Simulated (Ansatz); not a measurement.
**HfB2 in Ansatz: the effect of functional**

Crystal: HfB2.

```
CELL_PARAMETERS angstrom
3.11893 0.00000 0.00000
-1.55946 2.70107 0.00000
0.00000 0.00000 3.45664
ATOMIC_POSITIONS crystal
Hf 0.00000 0.00000 0.00000
B 0.66667 0.33333 0.50000
B 0.33333 0.66667 0.50000
```

The cell isn't the ideal one: volume scaled by 0.98.

Alike in all runs:

```yaml
Program: Ansatz 0.2.0
Task: single point
Potentials_or_basis: Ansatz PAW
k_mesh: 10 × 10 × 8
Occupations: fermi-dirac, width 0.05 eV
Spin: no spin polarisation
```

```csv
functional,cutoff,pressure (GPa)
r2SCAN,500 eV (not typed: the program's choice for these potentials),4.7
PBE,420 eV (not typed: the program's choice for these potentials),?
LDA,420 eV (not typed: the program's choice for these potentials),-5.2
```

Q: What does the run with functional PBE give?

A: Pressure 6.7 GPa.

Caveats: the PAW data sets come from PBE, with cores solved anew for the run's functional, which leaves a small shift of forces and pressure (some runs).
